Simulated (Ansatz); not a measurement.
**How settings move the G0W0 gap of NaH (rocksalt)**

Rocksalt NaH, relaxed with r2SCAN; one-shot G0W0 in Ansatz without spin-orbit coupling. No spin polarisation and no zero-point or thermal motion.

```xyz
2
Lattice="0.0000 2.3975 2.3975 2.3975 0.0000 2.3975 2.3975 2.3975 0.0000" Properties=species:S:1:pos:R:3 pbc="T T T"
Na    0.0000    0.0000    0.0000
H     2.3975    2.3975    2.3975
```

Gaps are read over the mesh points alone. G0W0 here is at a finite number of bands, screening cutoff and k mesh, not at the basis limit.

| start | potentials | frequency model | mesh | empty bands | screening cutoff (eV) | Kohn-Sham gap (eV) | G0W0 gap (eV) | rough cost |
| --- | --- | --- | --- | --- | --- | --- | --- | --- |
| PBE | PAW | contour deformation | 4×4×4 | 44 | 80 | 3.80 | 5.87 | 2.7 core-seconds |
| PBE | PAW | contour deformation | 4×4×4 | 103 | 140 | 3.80 | 5.98 | 7 core-seconds |
| PBE | PAW | contour deformation | 4×4×4 | 190 | 210 | 3.80 | 6.04 | 24 core-seconds |
| HSE06 | PAW | contour deformation | 4×4×4 | 103 | 140 | 4.85 | 6.69 | 21 core-seconds |
| LDA | PAW | contour deformation | 4×4×4 | 103 | 140 | 3.45 | 5.80 | 8 core-seconds |
| r2SCAN | PAW | contour deformation | 4×4×4 | 103 | 140 | 4.40 | 6.45 | 9 core-seconds |
| PBE | PAW | Godby-Needs pole | 4×4×4 | 103 | 140 | 3.80 | 6.01 | 15 core-seconds |
| PBE | PAW | contour deformation | 8×8×8 | 44 | 80 | 3.80 | 5.88 | 60 core-seconds |
| PBE | norm-conserving | contour deformation | 4×4×4 | 103 | 140 | 3.80 | 5.96 | 17 core-seconds |

The quasiparticle gap on this mesh is 6.04 eV (W to L), against 3.80 eV from PBE: +2.24 eV. Renormalisation factors Z lie between 0.65 and 0.81.

Raising bands and cutoff together moves the gap by +0.11 eV (80 to 140 eV), then +0.06 eV (140 to 210 eV); the last step is still large, so the basis limit isn't reached. Starting from HSE06 (4.85 eV against PBE's 3.80 eV) gives 6.69 eV, +0.71 eV from G0W0@PBE at the same screening cutoff. Starting from LDA (3.45 eV against PBE's 3.80 eV) gives 5.80 eV, -0.18 eV from G0W0@PBE at the same screening cutoff. Starting from r2SCAN (4.40 eV against PBE's 3.80 eV) gives 6.45 eV, +0.47 eV from G0W0@PBE at the same screening cutoff. The Godby-Needs plasmon pole differs from contour deformation by +0.03 eV. An 8×8×8 mesh in place of 4×4×4 changes the opening over PBE by +0.01 eV (the gap on the mesh by +0.01 eV). Norm-conserving potentials (wave cutoff 1197 eV against 420 eV) shift the quasiparticle gap by -0.02 eV and the PBE gap by 0.00 eV. r2SCAN runs take a wave cutoff of 500 eV.
